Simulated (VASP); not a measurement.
Runs of VASP 6.6.1 on MgO2. All rows change the cell; the cell of one of them follows. Symmetry: R-3m, No. 166, trigonal system. Conventional cell: a = 3.338 Å, b = 3.338 Å, c = 10.063 Å, α = 90.00°, β = 90.00°, γ = 120.00°. Around Mg (site symmetry -3m) lie 6 O at 2.15 Å. O (site symmetry 3m) is surrounded by 1 O at 1.43 Å. The cell comes from a database or a generator and needn't be the stable form of this composition.

```csv
cell,gap on the mesh (eV),pressure (GPa),largest force (eV/Å)
"strain +0.040 along x and y, -0.040 along z, atoms carried along",(b),(c),(a)
"strain +0.040 along x and y, -0.080 along z, atoms carried along",(d),4.9,3.82
"strain -0.080 along x and y, +0.080 along z, atoms carried along",0.33,1.7,2.35
"strain +0.000 along x and y, -0.040 along z, atoms carried along",3.04,3.2,1.23
```

Alike in all rows: task single point; level PBEsol; potentials or basis VASP PAW PBE potentials, release 64 (Mg, O); no spin polarisation; k mesh 12 × 12 × 12; cutoff (eV) 520; smearing gaussian 0.05 eV.

Q: Fill in the values left out.

A: (a) 1.71; (b) 2.77; (c) -4.3; (d) 2.61.

Caveats: the PAW data sets were made with another functional, which shifts forces and pressure a little.

A k mesh can miss the band edges.
